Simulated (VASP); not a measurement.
Here is a VASP 6.6.1 calculation.

File INCAR:

```
SYSTEM = Cu2O
PREC     = Accurate       ! precision mode
ENCUT    = 600            ! plane-wave cutoff, eV
EDIFF    = 1E-7           ! SCF threshold, eV
ISMEAR   = 0              ! smearing method
SIGMA    = 0.03           ! smearing width, eV
LREAL    = .FALSE.        ! projectors in reciprocal space
LASPH    = .TRUE.         ! aspherical terms in the spheres
NELM     = 80             ! most SCF steps
ALGO     = Normal         ! electronic algorithm
ISIF     = 3              ! what is computed and relaxed
LWAVE    = .FALSE.        ! write WAVECAR
LCHARG   = .FALSE.        ! write CHGCAR
GGA      = PE             ! functional
IVDW     = 12             ! dispersion correction
IBRION   = 2              ! ionic algorithm
NSW      = 90             ! ionic steps
EDIFFG   = -0.005         ! ionic threshold
KPAR     = 2
```

Contents of KPOINTS:

```
regular mesh
0
G
  6 6 6
  0 0 0
```

Contents of POSCAR:

```
Cu2O                                    
1.0
    4.2606481443      0.0000000000      0.0000000000
   -0.0000000000      4.2606481443      0.0000000000
    0.0000000000     -0.0000000000      4.2606481443
  Cu              O             
     4     2
Direct
     0.2500000000000000    0.2500000000000000    0.2500000000000000
     0.2500000000000000    0.7500000000000000    0.7500000000000000
     0.7500000000000000    0.7500000000000000    0.2500000000000000
     0.7500000000000000    0.2500000000000000    0.7500000000000000
     0.0000000000000000    0.0000000000000000    0.0000000000000000
     0.5000000000000000    0.5000000000000000    0.5000000000000000
```

Potentials or basis: VASP PAW PBE potentials, release 64 (Cu, O).

Run with:

```sh
$ cat potpaw_PBE.64/Cu/POTCAR potpaw_PBE.64/O/POTCAR > POTCAR
$ mpirun -np 2 vasp_std > vasp.out
```

Q: Predict the band gap on the k mesh.

A: 0.54 eV, direct.

Q: Estimate the dispersion energy per atom.

A: -0.308 eV.

Final structure:
```
Cu O
1.0
     4.26065    0.00000    0.00000
     0.00000    4.26065    0.00000
     0.00000    0.00000    4.26065
Cu O
4 2
Cartesian
  1.0652 1.0652 1.0652
  1.0652 3.1955 3.1955
  3.1955 3.1955 1.0652
  3.1955 1.0652 3.1955
  0.0000 0.0000 0.0000
  2.1303 2.1303 2.1303
```

Caveat: the relaxation stopped at its first step, so nothing moved. A hybrid or GW would open this gap; PBE tends to underestimate it.
